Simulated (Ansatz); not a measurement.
Straining WC

Method: Ansatz, DFT r2SCAN, scalar-relativistic, plane waves, PAW. Settings: 500 eV cutoff, 24×24×18 k-mesh, Gaussian smearing of 0.10 eV, no spin polarisation.

Starting point, cell and atoms relaxed:

```xyz
2
Lattice="2.9121 0.0000 0.0000 -1.4560 2.5219 0.0000 0.0000 0.0000 2.8362" Properties=species:S:1:pos:R:3 pbc="T T T"
W     0.0000    0.0000    0.0000
C     1.4560    0.8406    1.4181
```

Deformation: c alone is stretched, the rest of the cell is held and the atoms relax, all within the symmetry that the strain leaves. Energies are extrapolated to zero smearing. Stress is positive in compression, on the Cartesian axes of the cell above. On this cell's mesh the reference holds a stress of up to 0.16 GPa.

Spin–orbit coupling is left out, which can shift energies with elements as heavy as these.

```csv
strain (%),ΔE (meV/atom),a (Å),b (Å),c (Å),σxx (GPa),σyy (GPa),σzz (GPa)
-4.5,71.5,2.912,2.912,2.709,9.38,9.38,51.62
-3.0,30.5,2.912,2.912,2.751,5.95,5.95,32.68
-1.5,7.3,2.912,2.912,2.794,2.90,2.90,15.38
+0.0,0.0,2.912,2.912,2.836,0.08,0.08,-0.16
+1.5,7.1,2.912,2.912,2.879,-2.39,-2.39,-14.34
+3.0,27.5,2.912,2.912,2.921,-4.57,-4.57,-27.32
+4.5,60.0,2.912,2.912,2.964,-6.50,-6.50,-39.09
```